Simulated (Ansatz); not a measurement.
ZnTe (F-43m), PBEsol with spin-orbit coupling, rigid bands in Ansatz (an electronic-structure program): N_v = 1.49e19 cm⁻³ at 300 K and a hole conductivity mass of 0.459 mₑ.

**Question.** For 1e17 holes per cm³ at 300 K, place the Fermi level, estimate the Seebeck coefficient of a parabolic band with constant τ, and give mobility and conductivity for τ = 10 fs.

**Answer.** The level lies k_BT ln(N_v/p) = 0.129 eV above the valence-band maximum. S ≈ +(k_B/e)[ln(N_v/p) + 5/2] = 647 μV/K, against 644 μV/K from the full bands (mean over directions). μ = eτ/m = 38.3 cm²/(V·s) and σ = peμ = 0.614 S/cm. τ is assumed, not computed.

Band transport and this doping are assumed; polarons and phonon drag are left out.
